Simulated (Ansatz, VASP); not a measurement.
One calculation of ZrH4, two programs

```xyz
5
Lattice="3.0331 0.0000 0.0000 0.0000 2.8386 0.0000 0.0000 0.0000 5.7091" Properties=species:S:1:pos:R:3 pbc="T T T"
Zr    0.0000    0.0000    0.0000
H     0.0000    1.4193    4.2093
H     1.5165    1.4193    0.9746
H     1.5165    1.4193    4.7345
H     0.0000    1.4193    1.4998
```

Change from the starting cell: ordered vacancies on the cation sites of aluminium diboride (Pmmm, No. 47).

Alike in both runs: functional PBE; k mesh 6 × 6 × 4; occupations gaussian, width 0.1 eV; no spin polarisation.

Ansatz relaxed the structure, and its values are those at the end. VASP's run is a single point on that final structure, the one shown.

|  | VASP | Ansatz |
| --- | --- | --- |
| version | VASP 6.6.1 | Ansatz 0.2.0 |
| potentials or method | VASP PAW PBE potentials, release 64 (Zr_sv, H) | scalar-relativistic, plane waves, PAW |
| plane-wave cutoff (eV) | 520 | 420 |
| valence electrons in the cell | 16 | 16 |

VASP gave:

- gap on the k mesh at the Fermi level (eV): none
- pressure (GPa): -0.1

**Question.** What did Ansatz give for the same quantities?

**Answer.** gap on the k mesh at the Fermi level (eV): none; pressure (GPa): 0.0.

A gap of «none» marks a metal or a gap that the smearing closes.

Caveats: the k mesh is coarse (spacing up to 0.37 Å⁻¹), so the values aren't converged.
